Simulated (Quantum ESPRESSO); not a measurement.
Crystal: WC.

```
W C
1.0
     0.00000    2.19268    2.19268
     2.19268    0.00000    2.19268
     2.19268    2.19268    0.00000
W C
1 1
Cartesian
  0.0000 0.0000 0.0000
  2.1927 2.1927 2.1927
```

Measurements of this composition are mostly on another form, of space group No. 187.

| Item | Value |
| --- | --- |
| Program | Quantum ESPRESSO 7.5 |
| Task | phonons |
| Functional | PBE |
| Potentials or basis | GBRV 1.5 PBE |
| Cutoff | 762 eV |
| Density cutoff | 6095 eV |
| k mesh | 10 × 10 × 10 |
| Occupations | cold, width 0.2 eV |
| Spin | no spin polarisation |
| Mixing beta | 0.5 |
| Most SCF iterations | 120 |
| SCF threshold | 4e-10 Ry |

The cell and the atoms were relaxed first, to 10.52 Å³/atom (a = 3.099 Å, b = 3.099 Å, c = 3.099 Å, α = 60.00°, β = 60.00°, γ = 60.00°), and the response was taken there.

Task: Where do the zone-centre optical modes lie?

Result: T1u at 428 cm⁻¹ (IR).

Optical modes at Γ, degenerate ones joined:
| cm⁻¹ | components | symmetry | active in |
| --- | --- | --- | --- |
| 428 | 3 | T1u | IR |
